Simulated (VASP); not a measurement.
A run of VASP 6.6.1:

The input INCAR:

```
PREC     = Accurate       # precision mode
ENCUT    = 520            # plane-wave cutoff, eV
EDIFF    = 1E-7           # SCF threshold, eV
ISMEAR   = -1             # smearing method
SIGMA    = 0.05           # smearing width, eV
LREAL    = Auto         
LASPH    = True           # aspherical terms in the spheres
NELM     = 80             # most SCF steps
ALGO     = Fast           # electronic algorithm
ISIF     = 2              # what is computed and relaxed
LWAVE    = False          # write WAVECAR
LCHARG   = False          # write CHGCAR
GGA      = PE             # functional
NBANDS   = 46             # bands
```

Contents of KPOINTS:

```
regular mesh
0
Gamma
  2 3 1
```

File POSCAR:

```
Al
1.0
    8.1000000000      0.0000000000      0.0000000000
    0.0000000000      5.7275650000      0.0000000000
    0.0000000000      0.0000000000     18.7275650000
Al
20
Direct
    0.0000000000      0.0000000000      0.0533972249
    0.5000000000      0.0000000000      0.0533972249
    0.0000000000      0.5000030554      0.0533972249
    0.5000000000      0.5000030554      0.0533972249
    0.2500000000      0.2500015277      0.1298567112
    0.7500000000      0.2500015277      0.1298567112
    0.2500000000      0.7500045831      0.1298567112
    0.7500000000      0.7500045831      0.1298567112
    0.0072962963     -0.0103708993      0.2013929734
    0.4856913580      0.0050981525      0.1968061518
    0.0209259259      0.4651191213      0.2040788538
    0.5399876543      0.4964937107      0.2138291871
    0.2848888889      0.2539648175      0.2732549587
    0.7748765432      0.1922108261      0.2736874762
    0.2714197531      0.7601485099      0.2732496189
    0.8013086420      0.6950248491      0.2772597505
    0.0396172840     -0.0090789018      0.3407757495
    0.5085185185     -0.0289477291      0.3380845294
    0.0121111111      0.4836959511      0.3500935653
    0.5325555556      0.5103041170      0.3400655665
```

Potentials or basis: VASP PAW PBE potentials, release 64 (Al).

Launch:

```console
$ cat potpaw_PBE.64/Al/POTCAR > POTCAR
$ mpirun -np 1 vasp_std > vasp.out
```

Hardware: 1 thread of AMD EPYC 7R13 Processor (Zen 3), on a shared host.

Question: How long does it take, and how much memory?

Answer: It took 11 min on 1 thread of AMD EPYC 7R13 Processor (Zen 3), on a shared host, peak memory 0.7 GiB. Counts: scf iterations 25, k points 4.
